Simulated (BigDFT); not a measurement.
Write the native input for BigDFT 1.9.6 that does the following.

```
Task                          : electrostatic potential
Functional                    : revPBE
Potentials or basis           : GTH-PBE (S q6, Si q4)
Grid spacing                  : 0.51 bohr
Occupations                   : fixed
Spin                          : collinear spin, ferromagnetic start
Starting moments              : [0, 2] μB
Fixed moment                  : 2 μB
Coarse and fine radii (rmult) : [6.0, 8.0]
Iteration cap                 : 70
Multiplicity                  : 3
Boundary conditions           : free
SCF solver                    : direct minimisation
```

Molecule: SiS (silylene, thioxo-), in a box.

```xyz
2
Lattice="9.0000 0.0000 0.0000 0.0000 9.0000 0.0000 0.0000 0.0000 11.0000" Properties=species:S:1:pos:R:3 pbc="T T T"
Si    4.5130    4.5210    4.5693
S     4.5130    4.5210    6.4987
```

One way to write it, as run:

input.yaml

```yaml
dft:
  hgrids: 0.51
  rmult: [6.0, 8.0]
  ixc: -102130
  gnrm_cv: 3.e-05
  ncong: 6
  idsx: 6
  nspin: 2
  mpol: 2
  itermax: 70
  nrepmax: 2
  output_denspot: 22
ig_occupation:
  Atom 1: {3p: {up: 1.0, down: 1.0}, 3s: {up: 1.0, down: 1.0}}
  Atom 2: {3p: {up: 3.0, down: 1.0}, 3s: {up: 1.0, down: 1.0}}
```

posinp.yaml

```yaml
units: angstroem
positions:
- {Si: [4.51299996, 4.52099997, 4.5693395]}
- {S: [4.51299996, 4.52099997, 6.49866052], IGSpin: 2}
```

Potentials or basis: GTH-PBE (S q6, Si q4).

Run with:

```console
$ OMP_NUM_THREADS=1 bigdft  # reads input.yaml, posinp.yaml, psppar.S, psppar.Si
```

Results of the run:

```json
{"Largest force": "1.636 eV/Å", "Highest occupied level": "-3.91 eV", "Dipole moment": "1.51 D"}
```

Caveat: the potentials were made for another functional, which shifts forces and pressure; boundaries are free: the box only frames the coordinates; the total moment is fixed, so each spin has its own Fermi level.

Wall time 29 s on 1 thread of Intel(R) Xeon(R) Platinum 8488C (Sapphire Rapids) (shared host), peak memory 0.48 GiB.
